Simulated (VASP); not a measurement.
# CuCl (Nantokite): relaxation of cell and atoms with PBEsol

Crystal: CuCl (Nantokite).

```xyz
2
Lattice="0.0000 2.6498 2.6498 2.6498 0.0000 2.6498 2.6498 2.6498 0.0000" Properties=species:S:1:pos:R:3 pbc="T T T"
Cu    0.0000    0.0000    0.0000
Cl    1.3249    1.3249    1.3249
```

| Property | Result |
| --- | --- |
| Program | VASP 6.6.1 |
| Task | relaxation of cell and atoms |
| Functional | PBEsol |
| Potentials or basis | VASP PAW PBE potentials, release 64 (Cu, Cl) |
| Cutoff | 600 eV |
| k mesh | 10 × 10 × 10 |
| Occupations | gaussian, width 0.03 eV |
| Spin | no spin polarisation |
| Further INCAR settings | ALGO = Normal; EDIFF = 1e-07; IBRION = 2; EDIFFG = -0.005; NSW = 90; ISIF = 3 |

- Pressure after relaxing: 0.0 GPa
- Band gap on the k mesh: 0.55 eV, direct

Final structure:
```cif
data_structure
_symmetry_space_group_name_H-M 'P 1'
_symmetry_Int_Tables_number 1
_cell_length_a 3.7473
_cell_length_b 3.7473
_cell_length_c 3.7473
_cell_angle_alpha 60.000
_cell_angle_beta 60.000
_cell_angle_gamma 60.000
_cell_volume 37.21
loop_
_atom_site_label
_atom_site_type_symbol
_atom_site_fract_x
_atom_site_fract_y
_atom_site_fract_z
_atom_site_occupancy
Cu1 Cu 0.00000 0.00000 0.00000 1
Cl1 Cl 0.25000 0.25000 0.25000 1
```

Levels at points of the mesh, in eV from the valence-band top:
```tsv
k point	band 6	band 7	band 8	band 9	band 10	band 11	band 12	band 13
(0.00, 0.00, 0.00)	-1.73	0.00	0.00	0.00	0.55	6.68	6.68	6.68
(0.50, 0.00, 0.00)	-1.65	-1.59	-0.66	-0.66	2.92	6.95	7.13	7.13
(0.50, 0.50, 0.00)	-1.60	-1.52	-1.29	-1.29	3.27	4.53	8.99	11.34
```

Wall time 6 s on 8 MPI ranks on Intel(R) Xeon(R) 6975P-C (Granite Rapids), on a shared host, peak memory 0.18 GiB a rank.

Caveat: the relaxation stopped at its first step, so nothing moved; the PAW data sets were made with another functional, which shifts forces and pressure a little.
